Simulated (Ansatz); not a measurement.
Something may be wrong with this Ansatz 0.2.0 calculation of ZrN.

Contents of input.yaml:

```yaml
crystal:
  lattice:
    - [0.0, 2.4775998935, 2.4775998935]
    - [2.4775998935, 0.0, 2.4775998935]
    - [2.4775998935, 2.4775998935, 0.0]
  atoms:
    - { symbol: Zr, position: [0.5, 0.5, 0.5] }
    - { symbol: "N", position: [0.0, 0.0, 0.0] }
hamiltonian:
  xc: blyp
  pseudopotentials: { kind: nc, accuracy: standard }
  dispersions: d3bjatm
kpoints:
  mp_grid: { grid: [8, 8, 8] }
scf:
  occupations: { method: methfessel_paxton, width: 0.15 }
  max_iter: 75
phonons:
  method: dfpt
  qmesh: [2, 2, 2]
  temperatures: { t_max: 1000, t_step: 100 }
  qpath:
    path:
      - [[0.0, 0.0, 0.0], [0.5, 0.0, 0.5], [0.5, 0.25, 0.75], [0.375, 0.375, 0.75], [0.0, 0.0, 0.0], [0.5, 0.5, 0.5], [0.625, 0.25, 0.625], [0.5, 0.25, 0.75], [0.5, 0.5, 0.5], [0.375, 0.375, 0.75]]
      - [[0.625, 0.25, 0.625], [0.5, 0.0, 0.5]]
    npoints: 8
```

Potentials or basis: PseudoDojo standard.

Launch:

```bash
$ ansatz run input.yaml --threads 1 --pin off --max-ram 2560MiB --backend cpu --events-out ev --progress --plain --runs-dir out
```

Output:

```text
Error: YAML parse error: error: line 12 column 3: unknown field `dispersions`, expected one of xc, dispersion, noncollinear_xc, pseudopotentials, hubbard, deformation_potential_offset, integrals
  --> <input>:12:3
   |
10 |   xc: blyp
11 |   pseudopotentials: { kind: nc, accuracy: standard }
12 |   dispersions: d3bjatm
   |   ^ unknown field `dispersions`, expected one of xc, dispersion, noncollinear_xc, pseudopotentials, hubbard, deformation_potential_offset, integrals
13 | kpoints:
14 |   mp_grid: { grid: [8, 8, 8] }
   |
```

Q: Diagnose the run.

A: The program refused the input. The input holds a flaw that was put in on purpose: a misspelt key (hamiltonian.dispersion = dispersions).
